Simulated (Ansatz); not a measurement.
All numbers below come from Ansatz 0.2.0, DFT PBE, scalar-relativistic, plane waves, PAW. Settings: cutoff 420 eV, Γ-centred meshes spaced at most about 0.3 Å⁻¹, and about 0.25 Å⁻¹ or finer for metals (2π included), Gaussian smearing. No spin polarisation.

Temperature and zero-point effects are left out.

Two forms of In6O were relaxed alike.

A.

Space group P-31m (No. 162). a = 5.917 Å, b = 5.917 Å, c = 5.660 Å, α = 90.00°, β = 90.00°, γ = 120.00°
```csv
atom,site,symmetry,x,y,z
In,6k,..m,0.3410,0.0000,0.7525
O,1b,-3.m,0.0000,0.0000,0.5000
```

B.

Space group P3m1 (No. 156). a = 3.383 Å, b = 3.383 Å, c = 17.524 Å, α = 90.00°, β = 90.00°, γ = 120.00°
```csv
atom,site,symmetry,x,y,z
In,1a,3m.,0.0000,0.0000,0.1033
In,1b,3m.,0.3333,0.6667,0.9101
In,1b,3m.,0.3333,0.6667,0.2662
In,1a,3m.,0.0000,0.0000,0.5850
In,1c,3m.,0.6667,0.3333,0.4251
In,1b,3m.,0.3333,0.6667,0.7384
O,1a,3m.,0.0000,0.0000,0.9719
```

Question: Which would you expect to be lower, and how large is the difference?

Answer: B is lower, by 87 meV/atom. A has space group P-31m (No. 162), 24.5 Å³/atom and no gap on its mesh; B has space group P3m1 (No. 156), 24.8 Å³/atom and no gap. Counting In atoms around O (those within 1.25 times the shortest such distance or 1.15 times the sum of covalent radii, 1.27 where that leaves under three; the shortest distance is added where it exceeds 1.18 times the sum of covalent radii), A has O 6 from 2.5 Å and B has O 4. Origin: A, invented; B, invented, then shaken at random and relaxed again.

Cells relaxed within their symmetry can be saddle points.
